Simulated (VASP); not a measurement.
VASP 6.6.1 run: AlN

INCAR

```
NSW = 0
NBANDS = 11
LCHARG = .FALSE.
EDIFF = 1E-7
LREAL = .FALSE.
SIGMA = 0.02
ISMEAR = -1
PREC = Accurate
ENCUT = 520
ISIF = 2
LASPH = .TRUE.
GGA = RP
IBRION = -1
NELM = 56
LWAVE = .FALSE.
```

KPOINTS

```
KPOINTS created by Atomic Simulation Environment
0
Gamma
8 8 8
0 0 0
```

POSCAR

```
Al N
 1.0000000000000000
    -0.0211000000000000    2.1852999999999998    2.1709999999999998
     2.1223999999999998   -0.0368000000000000    2.1867000000000001
     2.0482000000000000    2.1267000000000000    0.0375000000000000
 Al  N
   1   1
Cartesian
  0.4136677700000000  2.2553179999999999  1.9199364399999996
  1.0104041600000000  1.0316530699999999  0.9861692600000000
```

The recommended PBE PAW datasets give the neutral cell 8 valence electrons.

Command

```
mpirun -np 1 vasp_std
```

Task: How does this run end, and what does it give?

Result: It converged. Results: gap between bands v and c on the k mesh 1.97 eV; least direct gap on the k mesh 2.82 eV; pressure 42.5 GPa; largest force 5.27 eV/Å. Band v is the last that the valence electrons fill when counted band by band, and c is the next.

OSZICAR

```
N       E                     dE             d eps       ncg     rms          rms(c)
DAV:   1     0.137933905884E+02    0.13793E+02   -0.40704E+03  5848   0.631E+02
DAV:   2    -0.146528257143E+02   -0.28446E+02   -0.27493E+02  6847   0.142E+02
DAV:   3    -0.155059426159E+02   -0.85312E+00   -0.85219E+00  6982   0.237E+01
DAV:   4    -0.155097774823E+02   -0.38349E-02   -0.38347E-02  6508   0.175E+00
DAV:   5    -0.155098168229E+02   -0.39341E-04   -0.39340E-04  6906   0.176E-01    0.100E+01
DAV:   6    -0.125858612807E+02    0.29240E+01   -0.13623E+01  6512   0.189E+01    0.344E+00
DAV:   7    -0.125646837344E+02    0.21178E-01   -0.25507E-01  6647   0.382E+00    0.246E+00
DAV:   8    -0.125588302013E+02    0.58535E-02   -0.41247E-02  6356   0.174E+00    0.489E-01
DAV:   9    -0.125576234425E+02    0.12068E-02   -0.52785E-03  6779   0.456E-01    0.211E-01
DAV:  10    -0.125577493685E+02   -0.12593E-03   -0.55912E-04  6449   0.172E-01    0.397E-02
DAV:  11    -0.125577786015E+02   -0.29233E-04   -0.48608E-05  6818   0.568E-02    0.283E-02
DAV:  12    -0.125577793140E+02   -0.71250E-06   -0.62917E-06  6560   0.173E-02    0.344E-03
DAV:  13    -0.125577793407E+02   -0.26764E-07   -0.20950E-07  6704   0.379E-03
   1 F= -.12557779E+02 E0= -.12557779E+02  d E =-.263989E-12
```

For comparison, a separate PBE run of the intended cell, on usual settings and not on those above, gives a gap of 1.93 eV on its mesh and a pressure of 38.9 GPa.
